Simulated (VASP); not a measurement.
# CdSe (F-43m) in VASP: phonons with LDA

Aim: the phonons of CdSe with LDA.

Everything below comes from runs of VASP 6.6.1. Logs are shortened: lines on timing, memory, paths and dates and some standing lists are left out, and cuts for length are marked.

## (1) Starting point

Symmetry: F-43m, No. 216, cubic system. The conventional cell has a = 6.141 Å, b = 6.141 Å, c = 6.141 Å, α = 90.00°, β = 90.00°, γ = 90.00°. Around Cd (site symmetry -43m) lie 4 Se at 2.66 Å. Se (site symmetry -43m) is surrounded by 4 Cd at 2.66 Å.

Measurements of this composition are mostly on another form, of space group No. 186.

## (2) Phonons, LDA

Input file POSCAR:

```
CdSe
1.0
    0.0000000000      3.0702712000      3.0702712000
    3.0702712000      0.0000000000      3.0702712000
    3.0702712000      3.0702712000      0.0000000000
Cd Se
1 1
Direct
    0.0000000000      0.0000000000      0.0000000000
    0.2500000000      0.2500000000      0.2500000000
```

Input file INCAR.step1:

```
PREC = Accurate ; ENCUT = 600
EDIFF = 1E-8 ; ISMEAR = 0
SIGMA = 0.02 ; LREAL = False
LASPH = True ; NELM = 80
ALGO = Normal ; ISIF = 3
LWAVE = False ; LCHARG = False
IBRION = 2 ; NSW = 40
EDIFFG = -0.002
```

Input file INCAR.step2:

```
PREC = Accurate ; ENCUT = 600
EDIFF = 1E-8 ; ISMEAR = 0
SIGMA = 0.02 ; LREAL = False
LASPH = True ; NELM = 80
ALGO = Normal ; ISIF = 2
LWAVE = False ; LCHARG = False
IBRION = 8 ; NSW = 1
```

Input file KPOINTS:

```
regular mesh
0
Gamma
  14 14 14
```

Potentials or basis: VASP PAW LDA potentials, release 64 (Cd, Se).

Launch:

```
$ cat potpaw_LDA.64/Cd/POTCAR potpaw_LDA.64/Se/POTCAR > POTCAR
$ cp INCAR.step1 INCAR
$ mpirun -np 1 vasp_std > vasp.out
$ cp CONTCAR POSCAR
$ cp INCAR.step2 INCAR
$ mpirun -np 1 vasp_std > vasp.out
```

OUTCAR:

```text
PREC = Accurate
   ENCUT = 600
   EDIFF = 1E-8
   ISMEAR = 0
   LREAL = False
   LASPH = True
   NELM = 80
   ISIF = 2
   IBRION = 8
   NSW = 1

 ion  position               nearest neighbor table
   1  0.000  0.000  0.000-   2 2.61   2 2.61   2 2.61   2 2.61
   2  0.250  0.250  0.250-   1 2.61   1 2.61   1 2.61   1 2.61

  LATTYP: Found a face centered cubic cell.
 ALAT       =     6.0227175649

  Lattice vectors:

 A1 = (   0.0000000000,   3.0113587824,   3.0113587824)
 A2 = (   3.0113587824,   0.0000000000,   3.0113587824)
 A3 = (   3.0113587824,   3.0113587824,   0.0000000000)

Analysis of symmetry for initial positions (statically):
=====================================================================
 Subroutine PRICEL returns:
 Original cell was already a primitive cell.

 Routine SETGRP: Setting up the symmetry group for a
 face centered cubic supercell.

 Subroutine GETGRP returns: Found 24 space group operations
 (whereof 24 operations were pure point group operations)
 out of a pool of 48 trial point group operations.

The static configuration has the point symmetry T_d .

Analysis of symmetry for dynamics (positions and initial velocities):
=====================================================================
 Subroutine PRICEL returns:
 Original cell was already a primitive cell.

 Routine SETGRP: Setting up the symmetry group for a
 face centered cubic supercell.

 Subroutine GETGRP returns: Found 24 space group operations
 (whereof 24 operations were pure point group operations)
 out of a pool of 48 trial point group operations.

The dynamic configuration has the point symmetry T_d .

 Subroutine INISYM returns: Found 24 space group operations
 (whereof 24 operations are pure point group operations),
 and found     1 'primitive' translations

----------------------------------------------------------------------------------------

                                     Primitive cell

  volume of cell :      54.6157

  direct lattice vectors                    reciprocal lattice vectors
     0.000000000  3.011358782  3.011358782    -0.166038003  0.166038003  0.166038003
     3.011358782  0.000000000  3.011358782     0.166038003 -0.166038003  0.166038003
     3.011358782  3.011358782  0.000000000     0.166038003  0.166038003 -0.166038003

  length of vectors
     4.258704431  4.258704431  4.258704431     0.287586258  0.287586258  0.287586258

  position of ions in fractional coordinates (direct lattice)
     0.000000000  0.000000000  0.000000000
     0.250000000  0.250000000  0.250000000

  ion indices of the primitive-cell ions
   primitive index   ion index
                 1           1
                 2           2

----------------------------------------------------------------------------------------

 KPOINTS: regular mesh

Automatic generation of k-mesh.
 Grid dimensions read from file:
 generate k-points for:   14   14   14

 Generating k-lattice:

  Cartesian coordinates                     Fractional coordinates (reciprocal lattice)
    -0.011859857  0.011859857  0.011859857     0.071428571  0.000000000  0.000000000
     0.011859857 -0.011859857  0.011859857     0.000000000  0.071428571  0.000000000
     0.011859857  0.011859857 -0.011859857     0.000000000  0.000000000  0.071428571

  Length of vectors
     0.020541876  0.020541876  0.020541876

  Shift w.r.t. Gamma in fractional coordinates (k-lattice)
     0.000000000  0.000000000  0.000000000

 Subroutine IBZKPT returns following result:
 ===========================================

 Found    104 irreducible k-points:

[... 77 lines left out ...]
 Gauss-broadening in eV      SIGMA  =   0.02
  energy-cutoff  :      600.00
  volume of cell :       54.62
 maximum number of plane-waves:      1845
 NGX is ok and might be reduce to    36
   NGX = 17   NGY = 17   NGZ = 17

--------------------------------------- Ionic step        1  -------------------------------------------

 number of electron      18.0000003 magnetization

 Free energy of the ion-electron system (eV)
  ---------------------------------------------------
  ext. energy  EPLUGINS =         0.00000000
  ---------------------------------------------------
  free energy    TOTEN  =        -6.76300036 eV

  energy without entropy =       -6.76300036  energy(sigma->0) =       -6.76300036

 E-fermi :   1.1887     XC(G=0):  -9.4218

 val. band max:        1.0572387388   @ k =   0.0000   0.0000   0.0000
 cond. band min:       1.4811471360   @ k =   0.0000   0.0000   0.0000
 fundamental gap:      0.4239083972
 Fermi energy:         1.1887154993

 k-point     1 :       0.0000    0.0000    0.0000
  band No.  band energies     occupation
      1     -11.7609      2.00000
      2      -7.0022      2.00000
      3      -7.0022      2.00000
      4      -7.0022      2.00000
      5      -6.5897      2.00000
      6      -6.5897      2.00000
      7       1.0572      2.00000
      8       1.0572      2.00000
      9       1.0572      2.00000
     10       1.4811      0.00000
     11       6.8534      0.00000
     12       6.8534      0.00000
     13       6.8534      0.00000
[... 354 lines left out ...]
  band No.  band energies     occupation
      1     -11.5214      2.00000
      2      -6.9234      2.00000
      3      -6.9021      2.00000
      4      -6.7907      2.00000
      5      -6.5997      2.00000
      6      -6.5662      2.00000
      7      -1.7289      2.00000
      8       0.1947      2.00000
      9       0.1965      2.00000
     10       3.9511      0.00000
     11       5.8576      0.00000
     12       7.6714      0.00000
     13       8.0556      0.00000

 [... further k-points ...]
[... 5 lines left out ...]
  --------------------------------------------------------------------------------------
  -------------------------------------------------------------------------------------
  Total        0.0011008      0.0011008      0.0011008     -0.0000000      0.0000000      0.0000000
  in kB        0.0322915      0.0322915      0.0322915     -0.0000000      0.0000000      0.0000000
  external PRESSURE =       0.0322915 kB  Pullay stress =       0.0000000 kB

 VOLUME and BASIS-vectors are now :
 -----------------------------------------------------------------------------
  energy-cutoff  :      600.00
  volume of cell :       54.62
      direct lattice vectors                 reciprocal lattice vectors
     0.000000000  3.011358782  3.011358782    -0.166038003  0.166038003  0.166038003
     3.011358782  0.000000000  3.011358782     0.166038003 -0.166038003  0.166038003
     3.011358782  3.011358782  0.000000000     0.166038003  0.166038003 -0.166038003

 POSITION                                       TOTAL-FORCE (eV/Angst)
 -----------------------------------------------------------------------------------
      0.00000      0.00000      0.00000        -0.000000     -0.000000     -0.000000
      1.50568      1.50568      1.50568         0.000000      0.000000      0.000000
 -----------------------------------------------------------------------------------
    total drift:                                0.000000      0.000000      0.000000

  FREE ENERGIE OF THE ION-ELECTRON SYSTEM (eV)
  ---------------------------------------------------
  free  energy   TOTEN  =        -6.7630003613 eV

  energy  without entropy=       -6.7630003613  energy(sigma->0) =       -6.76300036

[... ionic steps 2 to 3 ...]

--------------------------------------- Ionic step        4  -------------------------------------------

------------------------ aborting loop because EDIFF is reached ----------------------------------------

[... ionic steps 5 to 6 ...]

--------------------------------------- Ionic step        7  -------------------------------------------

 Free energy of the ion-electron system (eV)
  ---------------------------------------------------
  ---------------------------------------------------
  free energy    TOTEN  =        -0.08453923 eV

  energy without entropy =       -0.08453923

------------------------ aborting loop because EDIFF is reached ----------------------------------------

 INTERNAL STRAIN TENSOR  FOR ION    2  DIRECTION 1   (eV/Angst):
 -----------------------------------------------------------------------------
     0.00699  0.00000  0.00000
     0.00000 -0.00169 -6.80870
     0.00000 -6.80870 -0.00169

 INTERNAL STRAIN TENSOR FOR ION    2 for displacements in x,y,z  (eV/Angst):
          X           Y           Z          XY          YZ          ZX
  --------------------------------------------------------------------------------
  x     0.00000    -0.00000    -0.00000     0.00000    -6.80870     0.00000
  y    -0.00000     0.00000    -0.00000     0.00000     0.00000    -6.80870
  z    -0.00000    -0.00000     0.00000    -6.80870     0.00000     0.00000

 SECOND DERIVATIVES (NOT SYMMETRIZED)
 ------------------------------------
               1X          1Y          1Z          2X          2Y          2Z
  1X    -5.320254    0.000000    0.000000    5.320254    0.000000    0.000000
  1Y     0.000000   -5.320254    0.000000    0.000000    5.320254    0.000000
  1Z     0.000000    0.000000   -5.320254    0.000000    0.000000    5.320254
  2X     5.295305    0.000000    0.000000   -5.295305    0.000000    0.000000
  2Y     0.000000    5.295305    0.000000    0.000000   -5.295305    0.000000
  2Z     0.000000    0.000000    5.295305    0.000000    0.000000   -5.295305

 Eigenvectors and eigenvalues of the dynamical matrix
 ----------------------------------------------------

   1 f  =    5.287475 THz    33.222185 2PiTHz  176.371182 cm-1    21.867230 meV
             X         Y         Z           dx          dy          dz
      0.000000  0.000000  0.000000     0.000000    0.643227    0.000000
      1.505679  1.505679  1.505679     0.000000   -0.765675    0.000000
[... 21 lines left out ...]
   6 f/i=    0.006120 THz     0.038454 2PiTHz    0.204149 cm-1     0.025311 meV
             X         Y         Z           dx          dy          dz
      0.000000  0.000000  0.000000     0.000000    0.000000    0.765675
      1.505679  1.505679  1.505679     0.000000    0.000000    0.643227

--------------------------------------------------------------------------------------------------------

 ELASTIC MODULI CONTR FROM IONIC RELAXATION (kBar)
 Direction    XX          YY          ZZ          XY          YZ          ZX
 --------------------------------------------------------------------------------
 XX          -0.0000     -0.0000     -0.0000     -0.0000     -0.0000      0.0000
 YY          -0.0000     -0.0000     -0.0000     -0.0000     -0.0000      0.0000
 ZZ          -0.0000     -0.0000     -0.0000     -0.0000     -0.0000      0.0000
 XY          -0.0000     -0.0000     -0.0000   -260.6000     -0.0000      0.0000
 YZ          -0.0000     -0.0000     -0.0000     -0.0000   -260.6000      0.0000
 ZX           0.0000      0.0000      0.0000      0.0000      0.0000   -260.6000
 --------------------------------------------------------------------------------
```

It took 7.2 min on 1 thread of Intel Xeon 6975P-C (Granite Rapids), shared host; peak memory 0.89 GiB.

What came out:

| Property | Result |
| --- | --- |
| Relaxed volume | 27.31 Å³/atom |
| Relaxed cell | a = 4.259 Å, b = 4.259 Å, c = 4.259 Å, α = 60.00°, β = 60.00°, γ = 60.00° |
| Space group after relaxing (to 0.05 Å) | F-43m (No. 216) |
| Highest phonon frequency at Γ, LO-TO splitting left out | 176 cm⁻¹ |

The path:
```csv
step,energy change (eV),largest force (eV/Å),pressure (GPa),volume (Å³)
1,0.0000,0.0000,-2.93,57.88
2,-0.0277,0.0000,1.19,53.56
3,-0.0316,0.0000,0.00,54.62
```

Final structure:
```yaml
crystal:
  lattice:
    - [0.00000, 3.01136, 3.01136]
    - [3.01136, 0.00000, 3.01136]
    - [3.01136, 3.01136, 0.00000]
  atoms:
    - { symbol: Cd, position: [0.00000, 0.00000, 0.00000] }
    - { symbol: Se, position: [0.25000, 0.25000, 0.25000] }
```

Phonon frequencies in cm⁻¹ (negative: imaginary):
```
              q point        frequencies
(0.000, 0.000, 0.000)  0 0 0 176 176 176
```
